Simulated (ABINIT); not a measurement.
# BeTe (F-43m): a self-consistent loop beyond G0W0, cycle by cycle

Wanted: G0W0 and self-consistent gaps of BeTe (F-43m), with the cost of the cycles.

Main program and level: ABINIT 10.8.3; PBE and many-body steps on it, plane waves.

**What was measured.**

- Gap 2.7 eV: absolute (indirect, Gamma to X) gap; bulk crystal (quoted from earlier experiment) (quoted in “The band structure of BeTe - a combined experimental and theoretical study”, 1997, arxiv:cond-mat/9712266).

- Gap 2.8 eV: absolute (indirect, Gamma to X) gap, second literature value; film (quoted from earlier experiment) (quoted in “The band structure of BeTe - a combined experimental and theoretical study”, 1997, arxiv:cond-mat/9712266).

## Step 1: Set-up

The structure is cubic, space group F-43m (No. 216). Conventional cell: a = 5.663 Å, b = 5.663 Å, c = 5.663 Å, α = 90.00°, β = 90.00°, γ = 90.00°. Be has 4 Te at 2.45 Å nearest. Te has 4 Be at 2.45 Å nearest. Farther neighbours and most contacts between anions are not listed.

The cell and positions are those that the Materials Project relaxed with its own functionals (PBE, PBE+U or r2SCAN), kept fixed. Spin-orbit coupling is left out unless a step names it.

## Step 2: Empty states on the mesh, 4×4×4 mesh, 140 bands

This step: ABINIT 10.8.3; DFT, PBE, plane waves, norm-conserving pseudopotentials.

The sums over transitions need many empty states on a uniform mesh; this step solves for them.

File run.abi:

```
acell 3*1.0 Angstrom
rprim 
  -0.000000000000 2.831458787600 2.831458787600
  2.831458787600 0.000000000000 2.831458787600
  2.831458787600 2.831458787600 0.000000000000
ntypat 2
znucl 4 52
natom 2
typat 1 2
xred 
  0.000000000000 0.000000000000 0.000000000000
  0.750000000000 0.750000000000 0.750000000000
pp_dirpath "pseudos"
pseudos "Be.upf, Te.upf"
ecut 49
ngkpt 4 4 4
nshiftk 1
shiftk 0 0 0
kptopt 1
chksymbreak 0
irdden 1
istwfk *1
nband 140
prtvol 0
optdriver 6
gwr_task "HDIAGO"
paral_kgb 0
occopt 1
indata_prefix "in"
outdata_prefix "out"
tmpdata_prefix "tmp"
```

Run with:

```sh
$ OMP_NUM_THREADS=1 mpirun -n 8 abinit run.abi > log
```

Log:

```text
.Version 10.8.3 of ABINIT. v10.8.2 released Aug 2026.

 Symmetries : space group F-4 3 m (#216); Bravais cF (face-center cubic)
[... echo of the input left out ...]
== DATASET  1 ==================================================================
-   mpi_nproc: 8, omp_nthreads: 1 (-1 if OMP is not activated)

--- !DatasetInfo
iteration_state: {dtset: 1, }
dimensions: {natom: 2, nkpt: 8, mband: 140, nsppol: 1, nspinor: 1, nspden: 1, mpw: 5044, }
cutoff_energies: {ecut:  49.0, pawecutdg:  -1.0, }
[...]
Indirect band gap semiconductor
 Fundamental gap:     2.027 (eV)
   VBM:     5.603 (eV) at k: [ 0.0000E+00,  0.0000E+00,  0.0000E+00]
   CBM:     7.630 (eV) at k: [ 5.0000E-01,  5.0000E-01,  0.0000E+00]
 Direct gap:         3.644 (eV) at k: [ 0.0000E+00,  0.0000E+00,  0.0000E+00]

== END DATASET(S) ==============================================================
================================================================================

 -outvars: echo values of variables after computation  --------
           etotal      0.0000000000E+00
            nband         140
             nkpt           8
          spgroup         216
 [... the other variables as echoed above ...]

 Calculation completed.
```

Elapsed: 3.7 min, on 8 MPI ranks of Arm Neoverse N1, shared host; peak memory 11 GiB; 28 min of CPU time.

This step gave:

```
gap                                                           : 2.027 eV
k of the valence top                                          : 0, 0, 0
k of the conduction bottom                                    : 0.5, 0.5, 0
least direct gap                                              : 3.644 eV
k points computed                                             : 8
lowest point of the top converged band, above the valence top : 96.8185 eV
```

On this mesh the gap is 2.027 eV.

The density comes from a self-consistent run that is not shown.

## Step 3: Screening, 4×4×4 mesh, 132 bands, screening to 163.3 eV

The RPA dielectric matrix is built and inverted for each q.

This step: RPA screening on PBE, plane waves, norm-conserving pseudopotentials.

run.abi: that of step 2 with these lines changed.

```diff
@@ -20,10 +20,11 @@
 chksymbreak 0
-irdden 1
 istwfk *1
-nband 140
-prtvol 0
-optdriver 6
-gwr_task "HDIAGO"
-paral_kgb 0
 occopt 1
+irdwfk 1
+optdriver 3
+nband 132
+ecuteps 6
+inclvkb 2
+awtr 1
+symchi 1
 indata_prefix "in"
```

Log:

```text
.Version 10.8.3 of ABINIT. v10.8.2 released Aug 2026.

 Symmetries : space group F-4 3 m (#216); Bravais cF (face-center cubic)
[... echo of the input left out ...]
== DATASET  1 ==================================================================
-   mpi_nproc: 8, omp_nthreads: 1 (-1 if OMP is not activated)

--- !DatasetInfo
iteration_state: {dtset: 1, }
dimensions: {natom: 2, nkpt: 8, mband: 132, nsppol: 1, nspinor: 1, nspden: 1, mpw: 5044, }
cutoff_energies: {ecut:  49.0, pawecutdg:  -1.0, }
electrons: {nelect:   2.80000000E+01, charge:   0.00000000E+00, occopt:   1.00000000E+00, tsmear:   1.00000000E-02, }

 SCREENING: Calculation of the susceptibility and dielectric matrices

 Based on a program developped by R.W. Godby, V. Olevano, G. Onida, and L. Reining.
 Incorporated in ABINIT by V. Olevano, G.-M. Rignanese, and M. Torrent.
.Using double precision arithmetic ; gwpc =  8

[... cell and pseudopotentials left out ...]
--------------------------------------------------------------------------------

 ==== K-mesh for the wavefunctions ====
 Number of points in the irreducible wedge :     8
[... list of points left out ...]
 Together with 24 symmetry operations and time-reversal symmetry
 yields    64 points in the full Brillouin Zone.

 ==== Q-mesh for the screening function ====
 Number of points in the irreducible wedge :     8
[... list of points left out ...]
 Together with 24 symmetry operations and time-reversal symmetry
 yields    64 points in the full Brillouin Zone.

 setmesh: FFT mesh size selected  =    32x   32x   32
          total number of points  =        32768

 vcoul_init : cutoff-mode = AUXILIARY_FUNCTION
 q-points for optical limit:   1
     1)      0.000010    0.000020    0.000030

- screening: taking advantage of time-reversal symmetry
- Maximum band index for partially occupied states nbvw = 14
- Remaining bands to be divided among processors   nbcw = 118
- Number of bands treated by each node ~14

 Number of electrons calculated from density =   28.0000; Expected =   28.0000
 average of density, n =  0.091390
 r_s =    1.3772
 omega_plasma =   29.1612 [eV]

 calculating chi0 at frequencies [eV] :
  1    0.000000E+00    0.000000E+00
  2    0.000000E+00    2.916124E+01

--------------------------------------------------------------------------------
  q-point number  1        q = ( 0.000000, 0.000000, 0.000000) [r.l.u.]
--------------------------------------------------------------------------------
[... chi0 elements left out ...]
 For q-point:  0.000010 0.000020 0.000030
  dielectric constant =   8.9950
  dielectric constant without local fields =  10.3192

  Average fulfillment of the sum rule on Im[epsilon] for q-point    1 :     69.79  [%]
[... wings left out ...]
  q-point number  2        q = ( 0.250000, 0.000000, 0.000000) [r.l.u.]
--------------------------------------------------------------------------------
[... chi0 elements left out ...]
  Average fulfillment of the sum rule on Im[epsilon] for q-point    2 :     78.01  [%]

 [... 6 further q-points ...]
```

It took 83 s on 8 MPI ranks; peak memory 1.9 GiB.

Numbers from this step:

| Item | Value |
| --- | --- |
| ε∞ with local fields, on this mesh, along the program's q direction | 8.995 |
| the same without local fields | 10.32 |
| plasma frequency | 29.16 eV |
| plane waves in the screening matrix | 181 |

Local fields lower ε∞ by 13 %. On a Γ-centred mesh this coarse the value itself is usually too large, while a short band sum pulls it down.

## Step 4: G0W0

The self-energy is evaluated for the states that the input lists, and the levels follow from it, in one-shot runs by the linearised quasiparticle equation.

This step: G0W0 on PBE, plane waves, norm-conserving pseudopotentials.

run.abi: that of step 3 with these lines changed.

```diff
@@ -23,8 +23,17 @@
 irdwfk 1
-optdriver 3
+optdriver 4
 nband 132
+gwcalctyp 0
+ecutsigx 49
+symsigma 1
+nkptgw 2
+kptgw 
+  0.0000000000 0.0000000000 0.0000000000
+  0.5000000000 0.5000000000 0.0000000000
+bdgw 
+  12 17
+  13 16
 ecuteps 6
-inclvkb 2
-awtr 1
-symchi 1
+irdscr 1
+ppmodel 1
 indata_prefix "in"
```

Log:

```text
.Version 10.8.3 of ABINIT. v10.8.2 released Aug 2026.

 Symmetries : space group F-4 3 m (#216); Bravais cF (face-center cubic)
[... echo of the input left out ...]
== DATASET  1 ==================================================================
-   mpi_nproc: 8, omp_nthreads: 1 (-1 if OMP is not activated)

--- !DatasetInfo
iteration_state: {dtset: 1, }
dimensions: {natom: 2, nkpt: 8, mband: 132, nsppol: 1, nspinor: 1, nspden: 1, mpw: 5044, }
cutoff_energies: {ecut:  49.0, pawecutdg:  -1.0, }
electrons: {nelect:   2.80000000E+01, charge:   0.00000000E+00, occopt:   1.00000000E+00, tsmear:   1.00000000E-02, }

 SIGMA: Calculation of the GW corrections

 Based on a program developped by R.W. Godby, V. Olevano, G. Onida, and L. Reining.
 Incorporated in ABINIT by V. Olevano, G.-M. Rignanese, and M. Torrent.
.Using double precision arithmetic ; gwpc =  8

[... cell and pseudopotentials left out ...]
--------------------------------------------------------------------------------

 ==== K-mesh for the wavefunctions ====
 Number of points in the irreducible wedge :     8
[... list of points left out ...]
 Together with 24 symmetry operations and time-reversal symmetry
 yields    64 points in the full Brillouin Zone.

 ==== Q-mesh for screening function ====
 Number of points in the irreducible wedge :     8
[... list of points left out ...]
 Together with 24 symmetry operations and time-reversal symmetry
 yields    64 points in the full Brillouin Zone.

 vcoul_init : cutoff-mode = AUXILIARY_FUNCTION
 q-points for optical limit:   1
     1)      0.000010    0.000020    0.000030
 setmesh: FFT mesh size selected  =    48x   48x   48
          total number of points  =       110592

 Number of electrons calculated from density =   28.0000; Expected =   28.0000
 average of density, n =  0.091390
 r_s =    1.3772
 omega_plasma =   29.1612 [eV]

 === KS Band Gaps ===
  >>>> For spin  1
   Minimum direct gap =   3.6438 [eV], located at k-point      :   0.0000  0.0000  0.0000
   Fundamental gap    =   2.0272 [eV], Top of valence bands at :   0.0000  0.0000  0.0000
                                       Bottom of conduction at :   0.5000  0.5000  0.0000
 SIGMA fundamental parameters:
 PLASMON POLE MODEL  1
 number of plane-waves for SigmaX                 5029
 number of plane-waves for SigmaC and W            181
 number of plane-waves for wavefunctions          5029
 number of bands                                   132
 number of independent spin polarizations            1
 number of spinorial components                      1
 number of k-points in IBZ                           8
 number of q-points in IBZ                           8
 number of symmetry operations                      24
 number of k-points in BZ                           64
 number of q-points in BZ                           64
 number of frequencies for dSigma/dE                 9
 frequency step for dSigma/dE [eV]                0.25
 number of omega for Sigma on real axis              0
 max omega for Sigma on real axis  [eV]           0.00
 zcut for avoiding poles [eV]                     0.10

 EPSILON^-1 parameters (SCR file):
 dimension of the eps^-1 matrix on file            181
 dimension of the eps^-1 matrix used               181
 number of plane-waves for wavefunctions          5029
 number of bands                                   132
 number of q-points in IBZ                           8
 number of frequencies                               2
 number of real frequencies                          1
 number of imag frequencies                          1

 matrix elements of self-energy operator (all in [eV])

 Perturbative Calculation

--- !SelfEnergy_ee
iteration_state: {dtset: 1, }
kpoint     : [   0.000,    0.000,    0.000, ]
spin       : 1
KS_gap     :    3.644
QP_gap     :    4.677
Delta_QP_KS:    1.033
data: !SigmaeeData |
     Band     E0 <VxcDFT>   SigX SigC(E0)      Z dSigC/dE  Sig(E)    E-E0       E
       12   5.603 -13.365 -15.205   0.930   0.804  -0.244 -14.097  -0.732   4.871
       13   5.603 -13.365 -15.205   0.930   0.804  -0.244 -14.097  -0.732   4.871
       14   5.603 -13.365 -15.205   0.930   0.804  -0.244 -14.097  -0.732   4.871
       15   9.247 -10.410  -5.838  -4.197   0.803  -0.245 -10.109   0.301   9.548
       16   9.247 -10.410  -5.838  -4.197   0.803  -0.245 -10.109   0.301   9.548
       17   9.247 -10.410  -5.838  -4.197   0.803  -0.245 -10.109   0.301   9.548

--- !SelfEnergy_ee
iteration_state: {dtset: 1, }
kpoint     : [   0.500,    0.500,    0.000, ]
spin       : 1
KS_gap     :    4.605
QP_gap     :    5.565
Delta_QP_KS:    0.960
data: !SigmaeeData |
     Band     E0 <VxcDFT>   SigX SigC(E0)      Z dSigC/dE  Sig(E)    E-E0       E
       13   3.025 -11.868 -14.670   1.648   0.791  -0.265 -12.780  -0.912   2.113
       14   3.025 -11.868 -14.670   1.648   0.791  -0.265 -12.780  -0.912   2.113
       15   7.630  -8.950  -5.056  -3.836   0.817  -0.224  -8.903   0.047   7.677
       16   8.313  -9.805  -5.781  -3.871   0.811  -0.232  -9.681   0.125   8.437

== END DATASET(S) ==============================================================
================================================================================

 -outvars: echo values of variables after computation  --------
           etotal      0.0000000000E+00
            nband         132
             nkpt           8
          spgroup         216
 [... the other variables as echoed above ...]

 Calculation completed.
```

Elapsed: 12 s, on 8 MPI ranks; peak memory 1.5 GiB.

Numbers from this step:

```yaml
g0w0_gap_on_the_points_computed: 2.806 eV
starting_gap_on_the_mesh: 2.027 eV
k_of_the_valence_top: 0, 0, 0
k_of_the_conduction_bottom: 0.5, 0.5, 0
z_at_the_valence_top: 0.804
z_at_the_conduction_bottom: 0.817
least_direct_g0w0_gap_on_the_computed_points: 4.677 eV
```

The gap on the mesh goes from 2.03 eV to 2.81 eV, a correction of +0.78 eV.

## Step 5: evGW0, cycle 1

This step: evGW0 on PBE, plane waves, norm-conserving pseudopotentials.

run.abi: that of step 4 with these lines changed.

```diff
@@ -25,12 +25,24 @@
 nband 132
-gwcalctyp 0
+gwcalctyp 10
 ecutsigx 49
 symsigma 1
-nkptgw 2
+nkptgw 8
 kptgw 
   0.0000000000 0.0000000000 0.0000000000
+  0.2500000000 0.0000000000 0.0000000000
+  0.5000000000 0.0000000000 0.0000000000
+  0.2500000000 0.2500000000 0.0000000000
+  0.5000000000 0.2500000000 0.0000000000
+  -0.2500000000 0.2500000000 0.0000000000
   0.5000000000 0.5000000000 0.0000000000
+  -0.2500000000 0.5000000000 0.2500000000
 bdgw 
-  12 17
-  13 16
+  12 18
+  12 18
+  12 18
+  12 18
+  12 18
+  12 18
+  12 18
+  12 18
 ecuteps 6
```

Log:

```text
.Version 10.8.3 of ABINIT. v10.8.2 released Aug 2026.

 Symmetries : space group F-4 3 m (#216); Bravais cF (face-center cubic)
[... echo of the input left out ...]
== DATASET  1 ==================================================================
-   mpi_nproc: 8, omp_nthreads: 1 (-1 if OMP is not activated)

--- !DatasetInfo
iteration_state: {dtset: 1, }
dimensions: {natom: 2, nkpt: 8, mband: 132, nsppol: 1, nspinor: 1, nspden: 1, mpw: 5044, }
cutoff_energies: {ecut:  49.0, pawecutdg:  -1.0, }
electrons: {nelect:   2.80000000E+01, charge:   0.00000000E+00, occopt:   1.00000000E+00, tsmear:   1.00000000E-02, }

 SIGMA: Calculation of the GW corrections

 Based on a program developped by R.W. Godby, V. Olevano, G. Onida, and L. Reining.
 Incorporated in ABINIT by V. Olevano, G.-M. Rignanese, and M. Torrent.
.Using double precision arithmetic ; gwpc =  8

[... cell and pseudopotentials left out ...]
--------------------------------------------------------------------------------

 ==== K-mesh for the wavefunctions ====
 Number of points in the irreducible wedge :     8
[... list of points left out ...]
 Together with 24 symmetry operations and time-reversal symmetry
 yields    64 points in the full Brillouin Zone.

 ==== Q-mesh for screening function ====
 Number of points in the irreducible wedge :     8
[... list of points left out ...]
 Together with 24 symmetry operations and time-reversal symmetry
 yields    64 points in the full Brillouin Zone.

 vcoul_init : cutoff-mode = AUXILIARY_FUNCTION
 q-points for optical limit:   1
     1)      0.000010    0.000020    0.000030
 setmesh: FFT mesh size selected  =    48x   48x   48
          total number of points  =       110592

 Number of electrons calculated from density =   28.0000; Expected =   28.0000
[...]
spin       : 1
KS_gap     :    4.605
QP_gap     :    5.565
Delta_QP_KS:    0.960
data: !SigmaeeData |
     Band     E_DFT   <VxcDFT>   E(N-1)  <Hhartree>   SigX  SigC[E(N-1)]    Z     dSigC/dE  Sig[E(N)]  DeltaE  E(N)_pert E(N)_diago
[...]
--- !SelfEnergy_ee
iteration_state: {dtset: 1, }
kpoint     : [  -0.250,    0.500,    0.250, ]
spin       : 1
KS_gap     :    8.418
QP_gap     :    9.439
Delta_QP_KS:    1.021
data: !SigmaeeData |
     Band     E_DFT   <VxcDFT>   E(N-1)  <Hhartree>   SigX  SigC[E(N-1)]    Z     dSigC/dE  Sig[E(N)]  DeltaE  E(N)_pert E(N)_diago
[...]
17    11.199    -9.577    11.199    20.775    -4.731    -4.574     0.804    -0.243    -9.358     0.218    11.417    11.614
       18    11.748   -11.919    11.748    23.667    -6.644    -4.768     0.791    -0.264   -11.519     0.401    12.149    12.255

 New Fermi energy :        2.274912E-01 Ha ,    6.190351E+00 eV

 === QP Band Gaps ===
  >>>> For spin  1
   Minimum direct gap =   4.9292 [eV], located at k-point      :   0.0000  0.0000  0.0000
   Fundamental gap    =   2.9951 [eV], Top of valence bands at :   0.0000  0.0000  0.0000
                                       Bottom of conduction at :   0.5000  0.5000  0.0000

 writing QP data on file : out_QPS

 Convergence of QP corrections
 >>>>> For spin  1 <<<<<
.  kptgw no:  1; Maximum DeltaE = ( -11.592   0.000) for band index:  3
.  kptgw no:  2; Maximum DeltaE = ( -10.142  -0.000) for band index:  1
.  kptgw no:  3; Maximum DeltaE = (   0.301  -0.000) for band index:  1
[...]
.  kptgw no:  7; Maximum DeltaE = (   0.141   0.000) for band index:  1
.  kptgw no:  8; Maximum DeltaE = (   0.244  -0.000) for band index:  1

== END DATASET(S) ==============================================================
================================================================================

 -outvars: echo values of variables after computation  --------
           etotal      0.0000000000E+00
            nband         132
             nkpt           8
          spgroup         216
 [... the other variables as echoed above ...]

 Calculation completed.
```

The job ended after 90 s (8 MPI ranks; peak memory 2.2 GiB; 11 min of CPU time).

This step gave:

- quasiparticle gap on the mesh: 2.995 eV
- gap of the density functional on the mesh: 2.027 eV
- k of the valence top: 0, 0, 0
- k of the conduction bottom: 0.5, 0.5, 0
- Z at the valence top: 0.804
- Z at the conduction bottom: 0.817
- least direct quasiparticle gap on the computed points: 4.929 eV

Against G0W0 in ABINIT (4×4×4 mesh, 132 bands, screening to 163.3 eV, Godby-Needs plasmon pole), the gap moves by +0.189 eV. This first cycle still uses the starting levels; it takes the full correction, at all points of the mesh, and its linearised value is 2.806 eV.

## Step 6: evGW0, cycle 2

The corrected levels of the last cycle go back in.

run.abi: that of step 5 with these lines changed.

```diff
@@ -50,2 +50,3 @@
 ppmodel 1
+irdqps 1
 indata_prefix "in"
```

Log:

```text
.Version 10.8.3 of ABINIT. v10.8.2 released Aug 2026.

 Symmetries : space group F-4 3 m (#216); Bravais cF (face-center cubic)
[... echo of the input left out ...]
== DATASET  1 ==================================================================
-   mpi_nproc: 8, omp_nthreads: 1 (-1 if OMP is not activated)

--- !DatasetInfo
iteration_state: {dtset: 1, }
dimensions: {natom: 2, nkpt: 8, mband: 132, nsppol: 1, nspinor: 1, nspden: 1, mpw: 5044, }
cutoff_energies: {ecut:  49.0, pawecutdg:  -1.0, }
[...]
.  kptgw no:  6; Maximum DeltaE = (  -0.032  -0.000) for band index:  1
.  kptgw no:  7; Maximum DeltaE = (  -0.026   0.000) for band index:  1
.  kptgw no:  8; Maximum DeltaE = (  -0.040  -0.000) for band index:  1

== END DATASET(S) ==============================================================
================================================================================

 -outvars: echo values of variables after computation  --------
           etotal      0.0000000000E+00
            nband         132
             nkpt           8
          spgroup         216
 [... the other variables as echoed above ...]

 Calculation completed.
```

Elapsed: 95 s, on 8 MPI ranks; peak memory 2.2 GiB.

This step gave:

```
quasiparticle gap on the mesh                         : 2.909 eV
gap of the density functional on the mesh             : 2.027 eV
k of the valence top                                  : 0, 0, 0
k of the conduction bottom                            : 0.5, 0.5, 0
least direct quasiparticle gap on the computed points : 4.794 eV
```

Against the cycle before, the gap moves by −0.086 eV.

(Continued in part 2 of 2.)

[Paths, hosts, dates, memory and timing lines, banners, echoed tables and standing remarks are left out of the program output.]

[Logs are printed without paths, hosts, clocks, repeated set-up lines and the standing remarks that a program may print on its own settings, such as how far it seeks lower states.]

[Runs of the session that timed out or met a known fault of the program may be left out.]

[Hosts, paths, dates, database ids (printed as entryN), source tags and the programs' standing remarks are cut or masked in the printed files.]

[G0W0 gaps are taken among the corrected bands and points alone; a level outside them can change the order at an edge.]

[Where Ansatz stands beside ABINIT at settings called matched, ABINIT's density can come from a denser mesh and the files from another edition; pairs whose starting gaps differed by over 0.03 eV were left out, so agreement reads better than it is.]
